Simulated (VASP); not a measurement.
**Cu: relaxation of cell and atoms with PBE+D3(BJ)**

Crystal: Cu.

```xyz
1
Lattice="0.0000 1.8075 1.8075 1.8075 0.0000 1.8075 1.8075 1.8075 0.0000" Properties=species:S:1:pos:R:3 pbc="T T T"
Cu    0.0000    0.0000    0.0000
```

```json
{
 "Program": "VASP 6.6.1",
 "Task": "relaxation of cell and atoms",
 "Functional": "PBE",
 "Dispersion": "D3(BJ)",
 "Potentials or basis": "VASP PAW PBE potentials, release 64 (Cu)",
 "Cutoff": "520 eV",
 "k mesh": "20 × 20 × 20",
 "Occupations": "gaussian, width 0.1 eV",
 "Spin": "no spin polarisation",
 "Further INCAR settings": "ALGO = Normal; EDIFF = 1e-07; IBRION = 2; EDIFFG = -0.002; NSW = 80; ISIF = 3"
}
```

| Quantity | Value |
| --- | --- |
| Relaxed volume | 11.35 Å³/atom |
| Relaxed cell | a = 2.523 Å, b = 2.523 Å, c = 2.523 Å, α = 60.00°, β = 60.00°, γ = 60.00° |
| Space group after relaxing (to 0.05 Å) | Fm-3m (No. 225) |
| Energy gained by relaxing | 8.9 meV/atom |
| Ionic steps | 3 |
| Pressure after relaxing | 0.0 GPa |
| Band gap on the k mesh | none (metal or under the smearing width) |
| Dispersion energy per atom | -0.608 eV |

Step by step:
```csv
step,energy change (eV),largest force (eV/Å),pressure (GPa),volume (Å³)
1,0.0000,0.0000,-5.92,11.81
2,-0.0054,0.0000,4.25,11.08
3,-0.0089,0.0000,0.00,11.35
```

Final structure:
```cif
data_structure
_symmetry_space_group_name_H-M 'P 1'
_symmetry_Int_Tables_number 1
_cell_length_a 2.5226
_cell_length_b 2.5226
_cell_length_c 2.5226
_cell_angle_alpha 60.000
_cell_angle_beta 60.000
_cell_angle_gamma 60.000
_cell_volume 11.35
loop_
_atom_site_label
_atom_site_type_symbol
_atom_site_fract_x
_atom_site_fract_y
_atom_site_fract_z
_atom_site_occupancy
Cu1 Cu 0.00000 0.00000 0.00000 1
```

Levels at points of the mesh, in eV from the Fermi level:
```tsv
k point	band 3	band 4	band 5	band 6	band 7	band 8	band 9
(0.00, 0.00, 0.00)	-3.13	-3.13	-2.25	-2.25	22.93	25.89	25.89
(0.50, 0.00, 0.00)	-3.16	-1.65	-1.65	-1.10	3.98	21.41	22.72
(0.50, 0.50, 0.00)	-1.67	-1.50	-1.50	1.49	7.42	13.42	13.42
```

Wall time 32 s on 1 thread of Intel(R) Xeon(R) Platinum 8559C (Emerald Rapids) (shared host), peak memory 0.16 GiB.

Caveat: pairwise dispersion overbinds metals, which lowers pressure and volume.
